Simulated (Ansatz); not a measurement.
# SnS2: the cost of one run

Computed with Ansatz 0.2.0 (DFT PBE+D3(BJ), scalar-relativistic, plane waves, PAW, unless a step's input says otherwise).

1 further run of the same task is left out (set aside as unsound or not needed).

## Step 1: The starting structure

It takes space group P6_3mc (No. 186, hexagonal). Conventional cell: a = 3.669 Å, b = 3.669 Å, c = 11.653 Å, α = 90.00°, β = 90.00°, γ = 120.00°. Around Sn (site symmetry 3m) lie 6 S at 2.58 Å. S (site symmetry 3m) has 3 Sn at 2.58 Å as nearest neighbours.

Structure file:

```
CELL_PARAMETERS angstrom
3.66851 0.00000 0.00000
-1.83425 3.17702 0.00000
0.00000 0.00000 11.65268
ATOMIC_POSITIONS crystal
Sn 0.33333 0.66667 0.62508
Sn 0.66667 0.33333 0.12508
S 0.66667 0.33333 0.75188
S 0.33333 0.66667 0.25188
S 0.00000 0.00000 0.99804
S 0.00000 0.00000 0.49804
```

It goes back to an entry of the Materials Project, which need not be the stable form.

It is the result of an earlier relaxation at this level (volume 22.64 Å³/atom; gap on the mesh: 1.08 eV).

The bulk reference comes from a run made before at the same settings: -2610.1324 eV/atom.

## Step 2: Cutting the (101) slab

Planes are indexed in the bulk's conventional cell (P6_3mc (No. 186)), a = 3.669 Å, b = 3.669 Å, c = 11.653 Å, α = 90.00°, β = 90.00°, γ = 120.00°.

Cut from the relaxed bulk: a (101) slab, 11.6 Å thick as cut, with 15 Å of vacuum; its outer planes are S (top) and Sn (bottom).

The slab as cut. Its planes from the bottom up:

```csv
plane,atoms per cell,height over the lowest (Å)
1,Sn,0.00
2,SnS,0.57
3,S3,2.17
4,Sn,3.07
5,SnS,3.64
6,S3,5.24
7,Sn,6.13
8,SnS,6.70
9,S3,8.30
10,Sn,9.20
11,SnS,9.77
12,S3,11.37
```

## Step 3: Single point on the unrelaxed (101) slab

The cell repeats along c, and a dipole correction in the vacuum removes the field between the copies.

Input file input.yaml:

```yaml
crystal:
  lattice:
    - [3.6685057156, 0.0, 0.0]
    - [-1.8342528578, 12.0780132278, 0.0]
    - [0.0, 0.0, 26.6275022298]
  atoms:
    - { symbol: Sn, position: [0.9648506425, 0.9297012849, 0.28166367] }
    - { symbol: Sn, position: [0.2206165466, 0.4412330931, 0.3008489646] }
    - { symbol: S, position: [0.5355070482, 0.0710140964, 0.3054105592] }
    - { symbol: S, position: [0.6731350327, 0.3462700654, 0.3538157315] }
    - { symbol: S, position: [0.3028047605, 0.605609521, 0.3629664431] }
    - { symbol: S, position: [0.9289009368, 0.8578018736, 0.3730010262] }
    - { symbol: Sn, position: [0.4994460671, 0.9988921343, 0.3967754379] }
    - { symbol: Sn, position: [0.7552119712, 0.5104239425, 0.4159607326] }
    - { symbol: S, position: [0.0701024728, 0.1402049457, 0.4205223271] }
    - { symbol: S, position: [0.2077304573, 0.4154609147, 0.4689274995] }
    - { symbol: S, position: [0.8374001852, 0.6748003704, 0.4780782111] }
    - { symbol: S, position: [0.4634963615, 0.9269927229, 0.4881127941] }
    - { symbol: Sn, position: [0.0340414918, 0.0680829836, 0.5118872059] }
    - { symbol: Sn, position: [0.2898073959, 0.5796147918, 0.5310725005] }
    - { symbol: S, position: [0.6046978975, 0.209395795, 0.535634095] }
    - { symbol: S, position: [0.742325882, 0.484651764, 0.5840392674] }
    - { symbol: S, position: [0.3719956098, 0.7439912197, 0.593189979] }
    - { symbol: S, position: [0.9980917861, 0.9961835722, 0.6032245621] }
    - { symbol: Sn, position: [0.5686369165, 0.1372738329, 0.6269989738] }
    - { symbol: Sn, position: [0.8244028206, 0.6488056411, 0.6461842685] }
    - { symbol: S, position: [0.1392933222, 0.2785866443, 0.650745863] }
    - { symbol: S, position: [0.2769213067, 0.5538426133, 0.6991510354] }
    - { symbol: S, position: [0.9065910345, 0.813182069, 0.708301747] }
    - { symbol: S, position: [0.5326872108, 0.0653744216, 0.71833633] }
basis:
  ecutwfc: 420
kpoints:
  mp_grid: { grid: [7, 3, 1] }
hamiltonian:
  xc: pbe
  dispersion: d3bj
scf:
  occupations: { method: gaussian, width: 0.05 }
output:
  forces: true
  stress: true
  eigenvalues: true
  write_density: true
  write_potential: true
  elf: true
  volumetric_format: npy
efield:
  axis: 3
  dipole_correction: true
  ramp_width: 0.04
```

Started as:

```
$ ansatz run input.yaml --threads 2 --pin off --max-ram 5120MiB --backend cpu --events-out ev --progress --plain --runs-dir out
```

Q: Estimate wall time and peak memory on 2 threads of Intel Xeon at 2.50GHz (Skylake/Cascade Lake), shared host.

About 8.2 min, with a peak of 2.5 GiB.
